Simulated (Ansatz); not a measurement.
**Structure relaxation of Zr**

The calculation used Ansatz 0.2.0, DFT PBEsol, scalar-relativistic, plane waves, PAW. Cutoff 420 eV, Γ-centred k mesh, Gaussian smearing, no spin polarisation in the final step.

Zr was placed on the graphite structure type (P6_3/mmc, No. 194), at a guessed volume.

```yaml
crystal:
  lattice:
    - [3.50230, 0.00000, 0.00000]
    - [-1.75115, 3.03308, 0.00000]
    - [0.00000, 0.00000, 9.53879]
  atoms:
    - { symbol: Zr, position: [0.00000, 0.00000, 0.25000] }
    - { symbol: Zr, position: [0.00000, 0.00000, 0.75000] }
    - { symbol: Zr, position: [0.33333, 0.66667, 0.75000] }
    - { symbol: Zr, position: [0.66667, 0.33333, 0.25000] }
```

Cell and atoms relax at zero pressure; the relaxation can't lower the symmetry of the start. After a coarse first stage the cell is made exact in the group found at 0.06 Å.

Energies count from the standard state of Zr at the same level.

Problem. What does it relax into?

Solution. It keeps P6_3/mmc (No. 194), but not the shape of the type it started on. Conventional cell: a = 4.918 Å, c = 4.811 Å. Zr on Wyckoff site b (2 atoms of the primitive cell) is coordinated by 2 Zr at 2.41 Å and 3 Zr at 2.84 Å; Zr on Wyckoff site d (2 atoms of the primitive cell) is coordinated by 3 Zr at 2.84 Å.

Space group P6_3/mmc (No. 194). a = 4.918 Å, b = 4.918 Å, c = 4.811 Å, α = 90.00°, β = 90.00°, γ = 120.00°
```json
{"atom": "Zr", "site": "2b", "symmetry": "-6m2", "x": "0.0000", "y": "0.0000", "z": "0.2500"}
{"atom": "Zr", "site": "2d", "symmetry": "-6m2", "x": "0.3333", "y": "0.6667", "z": "0.7500"}
```

Problem. What are its volume, energy, density and gap?

Solution. The volume per atom is 25.19 Å³ and the density is 6.01 g/cm³. The energy over the standard structure is 1.13 eV/atom and the gap on the 12×12×10 mesh is 0 eV (a metal).

The final run used a 12×12×10 mesh on its 4-atom cell and 0.10 eV smearing. The k mesh leaves about 4 meV/atom of noise in metals. A structure relaxed within its symmetry needn't be a true minimum.